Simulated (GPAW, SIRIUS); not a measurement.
Given: the input of a run of SIRIUS 7.10.0 on ZrC. 

File sirius.json:

```json
{
  "control": {
    "processing_unit": "cpu",
    "verbosity": 2,
    "num_bands_to_print": 15,
    "print_forces": true,
    "print_stress": true
  },
  "parameters": {
    "electronic_structure_method": "pseudopotential",
    "xc_functionals": ["XC_GGA_X_PBE", "XC_GGA_C_PBE"],
    "gk_cutoff": 9.1,
    "pw_cutoff": 18.2,
    "ngridk": [10, 10, 10],
    "shiftk": [0, 0, 0],
    "smearing": "fermi_dirac",
    "smearing_width": 0.0018374661,
    "num_bands": 15,
    "num_mag_dims": 0,
    "num_dft_iter": 100,
    "energy_tol": 1e-08,
    "density_tol": 1e-06
  },
  "iterative_solver": {
    "type": "davidson",
    "min_tolerance": 1e-10
  },
  "mixer": {
    "type": "anderson",
    "beta": 0.7,
    "max_history": 8
  },
  "settings": {
    "tol_ne": 1e-10
  },
  "unit_cell": {
    "lattice_vectors": [
      [0.0, 4.46920228474, 4.46920228474],
      [4.46920228474, 0.0, 4.46920228474],
      [4.46920228474, 4.46920228474, 0.0]
    ],
    "atom_coordinate_units": "lattice",
    "atom_types": ["Zr", "C"],
    "atom_files": {
      "Zr": "Zr.json",
      "C": "C.json"
    },
    "atoms": {
      "Zr": [
        [0.5, 0.5, 0.5]
      ],
      "C": [
        [0.0, 0.0, 0.0]
      ]
    }
  }
}
```

Potentials or basis: PseudoDojo 0.4.1 PBE standard (scalar relativistic).

Command:

```console
$ upf_to_json Zr.upf
$ upf_to_json C.upf
$ OMP_NUM_THREADS=1 sirius.scf --input=sirius.json --output=out.json --task=0
```

**Question.** Set up the same calculation for GPAW 26.7.0 (ASE script). Potentials or basis there: GPAW PAW data sets (gpaw-data 1.2.1), cutoff 800 eV.

**Answer.** As run (cutoffs and basis follow the program's own potentials, and thresholds, step limits or extra output files can differ):

run.py

```python
from ase import Atoms
from ase.dft.bandgap import bandgap
from ase.io import write
from ase.units import GPa
from gpaw import GPAW, PW

atoms = Atoms(['Zr', 'C'],
              cell=[[0.0, 2.365, 2.365],
                    [2.365, 0.0, 2.365],
                    [2.365, 2.365, 0.0]],
              scaled_positions=[[0.5, 0.5, 0.5],
                                [0.0, 0.0, 0.0]],
              pbc=True)

calc = GPAW(mode=PW(800),
            xc='PBE',
            kpts={'size': (10, 10, 10), 'gamma': True},
            occupations={'name': 'fermi-dirac', 'width': 0.05},
            nbands=18,
            convergence={'density': 1e-05, 'energy': 1e-05},
            maxiter=150,
            txt='gpaw.txt')
atoms.calc = calc
energy = atoms.get_potential_energy()
forces = atoms.get_forces()
stress = atoms.get_stress()
calc.write('gs.gpw')
write('result.traj', atoms)
print(f'Energy: {energy:.6f} eV')
print('Forces (eV/A):')
print(forces.round(4))
print('Stress (GPa):', (stress / GPa).round(3))
print('Fermi level:', round(calc.get_fermi_level(), 4), 'eV')
print(f'Gap: {bandgap(calc)[0]:.4f} eV, direct: {bandgap(calc, direct=True)[0]:.4f} eV')
```

Potentials or basis: GPAW PAW data sets (gpaw-data 1.2.1), pw.

Command:

```console
$ OMP_NUM_THREADS=1 python run.py
```

Both were run:

|  | SIRIUS | GPAW |
| --- | --- | --- |
| Pressure | -2.8 GPa | -3.8 GPa |

Pressure is positive in compression.
